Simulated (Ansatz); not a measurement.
**Sn under changes of volume**

One of the cells (27.205 Å³/atom); the others are scaled copies at fixed shape and fractional positions:

```
Sn
1.0
    -1.89465    1.89465    1.89465
     1.89465   -1.89465    1.89465
     1.89465    1.89465   -1.89465
Sn
1
Cartesian
  0.0000 0.0000 0.0000
```

This isn't the form of Sn at room conditions, which is tetragonal (white tin).

- Program: Ansatz 0.2.0
- Functional: LDA
- Potentials or basis: all-electron LAPW, scalar-relativistic
- Cutoff: 171 eV (chosen from the basis error)
- Basis error allowed: 0.001 eV/atom
- k mesh: 10 × 10 × 10
- Occupations: fermi-dirac, width 0.05 eV
- Spin: no spin polarisation

```csv
volume (Å³/atom),energy over the lowest point (meV/atom),pressure (GPa)
25.573,0.00,-0.5
26.117,?,?
26.661,11.13,-2.6
27.205,21.40,-3.4
27.749,34.32,-4.1
28.293,49.61,-4.8
28.837,66.93,-5.4
```

Question: What does the run at 26.117 Å³/atom give?

Answer: Energy over the lowest point 3.86 meV/atom; pressure -1.6 GPa.

Worked out: A Birch-Murnaghan fit of order 3 (a polynomial in V^(-2/3)) to the other rows has its minimum at 25.30 Å³/atom, just outside them, with B0 = V·E''(V) = 56 GPa and B' = 4.8. It gives 3.86 meV/atom at 26.117 Å³/atom, against the run's 3.86, and -dE/dV = -1.7 GPa, against -1.6.

Energies are extrapolated to zero smearing.
